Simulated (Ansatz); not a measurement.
Runs of Ansatz 0.2.0 on Ga. The cell holds a slab with vacuum, 6 atoms: a = 2.900 Å, b = 3.170 Å, c = 25.032 Å, α = 90.00°, β = 90.00°, γ = 90.00°. The slab is cut from a database's or a generator's crystal, which needn't be the stable form of the element.

| level | cutoff (eV) | gap on the mesh (eV) | largest force (eV/Å) | work function (eV) |
| --- | --- | --- | --- | --- |
| PBE | 420 | none | 0.30 | 4.30 |
| PBEsol | 420 | none | 0.12 | 4.48 |
| RPBE | 420 | none | 0.41 | (b) |
| LDA | 420 | none | 0.08 | 4.72 |
| revPBE | 420 | none | 0.38 | 4.16 |
| r2SCAN | 500 | none | 0.15 | 4.60 |
| BLYP | 420 | none | 0.49 | (a) |

Alike in all rows: task relaxation of the atoms; potentials or basis Ansatz PAW; no spin polarisation; cell atoms relaxed from: the (0 1 0) slab of Ga, cut from the database cell, not relaxed; k mesh 9 × 8 × 1; smearing fermi-dirac 0.05 eV.

Q: Fill in the values left out.

A: (a) 3.80; (b) 4.13.

Caveats: the PAW data sets come from PBE, with cores solved anew for the run's functional, which leaves a small shift of forces and pressure (some runs).

A k mesh can miss the band edges, and the runs leave out spin-orbit coupling on Ga.

A gap of «none» marks a metal or a gap under the smearing width.
